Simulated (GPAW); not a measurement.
# GaN (F-43m) in GPAW: settings compared, part 2 of 2

GPAW 26.7.0. Earlier steps stand in the parts before.

## 3. Single point, RPBE (volume scaled by 0.96)

Contents of run.py:

```python
from ase.dft.bandgap import bandgap
from ase.io import read, write
from ase.units import GPa
from gpaw import GPAW, PW

atoms = read('POSCAR')

calc = GPAW(mode=PW(600),
            xc='RPBE',
            kpts={'size': (8, 8, 8), 'gamma': True},
            occupations={'name': 'fermi-dirac', 'width': 0.01},
            nbands=11,
            convergence={'density': 1e-05, 'energy': 1e-05},
            maxiter=150,
            txt='gpaw.txt')
atoms.calc = calc
energy = atoms.get_potential_energy()
forces = atoms.get_forces()
stress = atoms.get_stress()
calc.write('gs.gpw')
write('result.traj', atoms)
print(f'Energy: {energy:.6f} eV')
print('Forces (eV/A):')
print(forces.round(4))
print('Stress (GPa):', (stress / GPa).round(3))
print('Fermi level:', round(calc.get_fermi_level(), 4), 'eV')
print(f'Gap: {bandgap(calc)[0]:.4f} eV, direct: {bandgap(calc, direct=True)[0]:.4f} eV')
```

Contents of POSCAR:

```
GaN
1.0
    0.0000000000      2.2230441631      2.2230441631
    2.2230441631      0.0000000000      2.2230441631
    2.2230441631      2.2230441631      0.0000000000
Ga N
1 1
Direct
    0.0000000000      0.0000000000      0.0000000000
    0.2500000000      0.2500000000      0.2500000000
```

Potentials or basis: the program's PAW data sets (release 1.2.1) made for this functional, pw.

Command:

```
$ OMP_NUM_THREADS=1 python run.py
```

gpaw.txt:

```text
__  _  _
 | _ |_)|_||  |
 |__||  | ||/\| - 26.7.0

Input parameters:
  mode=PW(ecut=600.0),
  convergence={'density': 1e-05, 'energy': 1e-05},
  kpts=MonkhorstPack(size=(8, 8, 8), gamma=True),
  maxiter=150,
  nbands=11,
  occupations=Occupations(name='fermi-dirac', width=0.01),
  xc=XC(name='RPBE')

Diagonalizing LCAO Hamiltonian
Converting LCAO to pw mode

           N
       Ga

Atoms  # Å, Bohr magnetons
|   | symbol |        x |        y |        z |    initial magnetic moments |
|---|--------|----------|----------|----------|-----------------------------|
| 0 |     Ga | 0.000000 | 0.000000 | 0.000000 | ( 0.0000,  0.0000,  0.0000) |
| 1 |      N | 1.111522 | 1.111522 | 1.111522 | ( 0.0000,  0.0000,  0.0000) |

Unit cell  # Å
| periodic |        x |        y |        z |  lengths |    angles |
|----------|----------|----------|----------|----------|-----------|
|      yes | 0.000000 | 2.223044 | 2.223044 | 3.143859 | 60.000000 |
|      yes | 2.223044 | 0.000000 | 2.223044 | 3.143859 | 60.000000 |
|      yes | 2.223044 | 2.223044 | 0.000000 | 3.143859 | 60.000000 |

Number of symmetries: 24
Symmetry operations  # r_c * U_cc + t_c -> r_c
|    | kind |            matrix            |
|----|------|------------------------------|
|  0 |  E   |  1, 0, 0,  0, 1, 0,  0, 0, 1 |
|  1 |  σ   |  1, 0, 0,  0, 0, 1,  0, 1, 0 |
|  2 |  σ   |  1, 0,-1,  0, 1,-1,  0, 0,-1 |
|  3 |  C3  |  1, 0,-1,  0, 0,-1,  0, 1,-1 |
|  4 |  C3  |  1,-1, 0,  0,-1, 1,  0,-1, 0 |
|  5 |  σ   |  1,-1, 0,  0,-1, 0,  0,-1, 1 |
|  6 |  σ   |  0, 1, 0,  1, 0, 0,  0, 0, 1 |
|  7 |  C3  |  0, 1, 0,  0, 0, 1,  1, 0, 0 |
|  8 |  C2  |  0, 1,-1,  1, 0,-1,  0, 0,-1 |
|  9 |  S4  |  0, 1,-1,  0, 0,-1,  1, 0,-1 |
| 10 |  C3  |  0, 0, 1,  1, 0, 0,  0, 1, 0 |
| 11 |  σ   |  0, 0, 1,  0, 1, 0,  1, 0, 0 |
| 12 |  S4  |  0, 0,-1,  1, 0,-1,  0, 1,-1 |
| 13 |  C3  |  0, 0,-1,  0, 1,-1,  1, 0,-1 |
| 14 |  S4  |  0,-1, 1,  1,-1, 0,  0,-1, 0 |
| 15 |  C2  |  0,-1, 1,  0,-1, 0,  1,-1, 0 |
| 16 |  C3  |  0,-1, 0,  1,-1, 0,  0,-1, 1 |
| 17 |  S4  |  0,-1, 0,  0,-1, 1,  1,-1, 0 |
| 18 |  S4  | -1, 1, 0, -1, 0, 1, -1, 0, 0 |
| 19 |  C3  | -1, 1, 0, -1, 0, 0, -1, 0, 1 |
| 20 |  C3  | -1, 0, 1, -1, 1, 0, -1, 0, 0 |
| 21 |  S4  | -1, 0, 1, -1, 0, 0, -1, 1, 0 |
| 22 |  σ   | -1, 0, 0, -1, 1, 0, -1, 0, 1 |
| 23 |  C2  | -1, 0, 0, -1, 0, 1, -1, 1, 0 |

BZ-sampling:
  Number of BZ points: 512
  Number of IBZ points: 29

  Monkhorst-Pack size: [8, 8, 8]
  Monkhorst-Pack shift: [0.0625, 0.0625, 0.0625]

K-points  # in reciprocal-cell coordinates
|     |                                coordinates |     weight |
|-----|--------------------------------------------|------------|
|   0 | (  0.00000000,   0.00000000,   0.00000000) | 0.00195312 |
|   1 | (  0.12500000,   0.12500000,   0.00000000) | 0.01171875 |
|   2 | (  0.12500000,   0.12500000,   0.12500000) | 0.01562500 |
|   3 | (  0.25000000,   0.12500000,   0.12500000) | 0.02343750 |
|   4 | (  0.25000000,   0.25000000,   0.00000000) | 0.01171875 |
|   5 | (  0.25000000,   0.25000000,   0.12500000) | 0.04687500 |
|   6 | (  0.25000000,   0.25000000,   0.25000000) | 0.01562500 |
|   7 | (  0.37500000,   0.25000000,  -0.37500000) | 0.04687500 |
|   8 | (  0.37500000,   0.25000000,   0.12500000) | 0.04687500 |
|   9 | (  0.37500000,   0.25000000,   0.25000000) | 0.04687500 |
| ... |                                            |            |
|  28 | (  0.50000000,   0.50000000,   0.50000000) | 0.00781250 |

Plane wave coefficients: 754
Cutoff: 600.0 eV

Spin-components: 1 (collinear spins)
Bands:           11
Projectors:      10
Spin-degeneracy: 2
Datatype:        complex128

Density:
  Valence electrons: 8.0
  Components: 1
  Grid points: [18 18 18]
  Charge: 0.0  # |e|

Potential:
  Grid points: [18 18 18]

species:
  Ga:
    name:    Gallium
    Z:       31.0
    valence: 3
    core:    28
    charge:  0.0  # [|e|]
    compensation charges:
      type: gauss
      rc: 0.37  # [Å]
      lmax: 2
    cutoffs:
      filter: 2.06  # [Å]
      core: 4.17  # [Å]
    projectors
    | kind |    occ | energy [eV] | rcut [Å] |
    |------|--------|-------------|----------|
    |   4s |  2.000 |      -8.878 |    1.164 |
    |   4p |  1.000 |      -2.543 |    1.164 |
    |    s |        |      18.334 |    1.164 |
    |    p |        |      24.668 |    1.164 |
    |    d |        |       0.000 |    1.164 |

    Using partial waves for Ga as LCAO basis

  N:
    name:    Nitrogen
    Z:       7.0
    valence: 5
    core:    2
    charge:  0.0  # [|e|]
    compensation charges:
      type: gauss
      rc: 0.18  # [Å]
      lmax: 2
    cutoffs:
      filter: 1.11  # [Å]
      core: 0.96  # [Å]
    projectors
    | kind |    occ | energy [eV] | rcut [Å] |
    |------|--------|-------------|----------|
    |   2s |  2.000 |     -18.658 |    0.603 |
    |   2p |  3.000 |      -7.050 |    0.529 |
    |    s |        |       8.553 |    0.603 |
    |    p |        |      20.161 |    0.529 |
    |    d |        |       0.000 |    0.577 |

    Using partial waves for N as LCAO basis

Reference energy: -54374.263960  # eV

eigensolver:
  PPCG
  Converge bands: occupied
  niter=2

density mixing:
  MSR1-Mixer
  Pratt-step length: 0.05
  Maximum mixing coefficient: 0.75
  Old densities: 10
  SVD Regularization: 0.005
  Good broyden scale: 1.0
  Trust region scale: 1.0
  Backstep threshold: 4.0
  History deletion threshold: 6.0
  Fourier metric: weight=20.0, sigma=0.015

occupation numbers:
  Fermi-Dirac:
    width: 0.0100  # eV

poisson solver:
  ecut: 4800.0  # eV

xc functional:
  name: RPBE with 2 nearest neighbor stencil

convergence criteria:
- Maximum integral of absolute [dens]ity change: 1e-05 electrons / valence electron
- Maximum [total energy] change in last 3 cyles: 1e-05 eV / valence electron
- Maximum integral of absolute [eigenst]ate change: 4e-08 eV^2 / valence electron
maximum number of iterations: 150

SCF iterations
|iter     | |      energy | eigst |  dens |
|---------|-|-------------|-------|-------|
|iter:   1| |  -12.755895 | -0.30 |       |
|iter:   2| |  -12.271156 | -2.04 | -0.56 |
|iter:   3| |  -10.931493 | -0.66 | -0.62 |
|iter:   4| |  -10.937832 | -3.15 | -1.30 |
|iter:   5| |  -10.942465 | -3.33 | -1.57 |
|iter:   6| |  -10.942529 | -5.26 | -2.80 |
|iter:   7| |  -10.942556 | -5.87 | -3.11 |
|iter:   8| |  -10.942556c| -7.99c| -4.25 |
|iter:   9| |  -10.942556c| -8.44c| -4.65 |
|iter:  10| |  -10.942556c| -9.41c| -5.77c|

Converged in 10 steps
Energy contributions relative to reference atoms: (reference = -54374.263960)

Energy contributions:
  Kinetic:          40.703275
  Coulomb:         -35.049495
  Zero:              0.056860
  External:          0.000000
  Xc:              -16.653196
  Entropy:          -0.000000
  Spinorbit:         0.000000
  ----------------------------
  Free energy:     -10.942556
  Extrapolated:    -10.942556

dipole moment: (-12.400131, -12.400131, -12.400131)  # |e|*Ang

Fermi level: 7.219
Eigenvalues  # (at kpt = [0.000, 0.000, 0.000])
| band index |      eig [eV] | occ [0-2] |
|------------|---------------|-----------|
|          0 |        -9.236 |     2.000 |
|          1 |         7.038 |     2.000 |
|          2 |         7.038 |     2.000 |
|          3 |         7.039 |     2.000 |
|          4 |         9.139 |     0.000 |
|          5 |        17.779 |     0.000 |
|          6 |        17.779 |     0.000 |
|          7 |        17.779 |     0.000 |
|          8 |        25.465 |     0.000 |
|          9 |        25.779 |     0.000 |
|         10 |        25.789 |     0.000 |

Gap: 2.101 eV
Transition (v -> c):
  (s=0, k=0, n=3, [0.00, 0.00, 0.00]) -> (s=0, k=0, n=4, [0.00, 0.00, 0.00])
No difference between direct/indirect transitions

Forces  # eV/Ang
|        x |        y |       z |
|----------|----------|---------|
|  0.00000 |  0.00000 | 0.00000 |  # Ga   0
| -0.00000 | -0.00000 | 0.00000 |  # N    1

Stress tensor  # eV/Ang^3
|         x |         y |         z |
|-----------|-----------|-----------|
| -0.138727 | -0.000000 | -0.000000 |
| -0.000000 | -0.138727 |  0.000000 |
| -0.000000 |  0.000000 | -0.138727 |

# Writing to gs.gpw (mode='')
```

It took 5.5 s on 1 thread of Arm Neoverse V2, shared host; peak memory 0.13 GiB.

Results:

| Item | Value |
| --- | --- |
| Free energy | -10.9426 eV |
| Pressure | 22.2 GPa |
| Band gap on the k mesh | 2.10 eV, direct |

Caveat: the cutoff is short for stress and forces, so pressures can be off by a GPa or more.

## 4. Against experiment

Step 2. Measured gap of GaN: 3.299 eV (direct; 0 K; a printed reference work, textbook). This calculation gives 1.83 eV (-1.47 eV). Spin-orbit coupling on Ga is left out. The value is that of PBE, without temperature or zero-point motion. Semilocal functionals fall short of measured gaps as a rule. The cell is a database's relaxed one, not the measured one, which moves gaps too.
